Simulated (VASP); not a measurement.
A run of VASP 6.6.1 is set up as follows.

INCAR

```
ALGO = Normal
EDIFF = 1E-6
ENCUT = 520
GGA = PE
ISIF = 2
ISMEAR = 0
LASPH = True
LCHARG = True
LELF = True
LREAL = False
LVHAR = True
LWAVE = False
NELM = 60
PREC = Accurate
SIGMA = 0.018000000000000002
```

File KPOINTS:

```
k-points
0
Gamma
  9 9 9
```

File POSCAR:

```
ZnS
1.0
    0.0000000000      2.7020000000      2.7020000000
    2.7020000000      0.0000000000      2.7020000000
    2.7020000000      2.7020000000      0.0000000000
Zn S
1 1
Direct
    0.7500000000      0.7500000000      0.7500000000
    0.0000000000      0.0000000000      0.0000000000
```

Potentials or basis: VASP PAW PBE potentials, release 64 (Zn, S).

Launch:

```console
$ cat potpaw_PBE.64/Zn/POTCAR potpaw_PBE.64/S/POTCAR > POTCAR
$ mpirun -np 1 vasp_std > vasp.out
```

**Question.** Estimate the pressure.

**Answer.** 1.8 GPa.

**Question.** Predict the band gap on the k mesh.

**Answer.** 2.11 eV, direct.

**Experimental background.**

“Electronic, vibrational, and thermodynamic properties of ZnS (zincblende and rocksalt structure)”, 2009, arxiv:0911.5022 quotes, for a bulk crystal of ZnS at 19 K: band gap 3.85 eV (direct).

A measured gap of ZnS is 3.85 eV (direct; 19 K; quoted in “Electronic, vibrational, and thermodynamic properties of ZnS (zincblende and rocksalt structure)”, 2009, arxiv:0911.5022); the calculated 2.11 eV misses it by -1.74 eV. The value is that of PBE, without temperature or zero-point motion. Semilocal functionals fall short of measured gaps as a rule.
